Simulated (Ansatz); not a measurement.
The guess for FeSi was made by a generator: random cell by space group and Wyckoff sites (Pm-3m, No. 221). The dimensions are guesses.

```cif
data_structure
_symmetry_space_group_name_H-M 'Pm-3m'
_symmetry_Int_Tables_number 221
_cell_length_a 3.1311
_cell_length_b 3.1311
_cell_length_c 3.1311
_cell_angle_alpha 90.000
_cell_angle_beta 90.000
_cell_angle_gamma 90.000
_cell_volume 30.70
loop_
_atom_site_label
_atom_site_type_symbol
_atom_site_symmetry_multiplicity
_atom_site_Wyckoff_symbol
_atom_site_fract_x
_atom_site_fract_y
_atom_site_fract_z
_atom_site_occupancy
Fe1 Fe 1 a 0.00000 0.00000 0.00000 1
Si1 Si 1 b 0.50000 0.50000 0.50000 1
```

Level of theory: Ansatz, DFT PBE, scalar-relativistic, plane waves, PAW. Cutoff 420 eV, Gaussian smearing, Γ-centred meshes. Cell and atoms relax first on a coarse mesh and then on a finer one. In between, the cell is made exact in the group found at 0.06 Å. In metals the finer mesh still leaves noise of several meV/atom or more. The steps can't lower the symmetry of their start. Collinear spin, starting moments Fe 4.0 μB.

A guess keeps its type if space group and coordination stay and the shape of the cell changes little (axis ratios within about 15 %, angles within 6°); the volume may change.

Question: Will the relaxed cell still be of the starting type?

Answer: It keeps its type: symmetry leaves only the cell edge free. The symmetry stays Pm-3m (No. 221). The end has the caesium chloride type. The volume per atom shrinks by 31.6 %, from 15.3 to 10.5 Å³. The shortest distance goes from 2.71 Å (Fe–Si) to 2.39 Å (Fe–Si). Counting neighbours within 15 % of an atom's shortest distance, the start has Fe 8, Si 8 and the end Fe 8, Si 8.

The last run used collinear spin, a 20×20×20 mesh for its 2-atom cell and Gaussian smearing of 0.10 eV. Symmetry constrained the relaxation, so the result can be a saddle point. Another cell of FeSi relaxed alike but without spin, in P2_13 (a cell as deposited in COD), lies 27 meV/atom lower, so this cell isn't the stable form at this level.
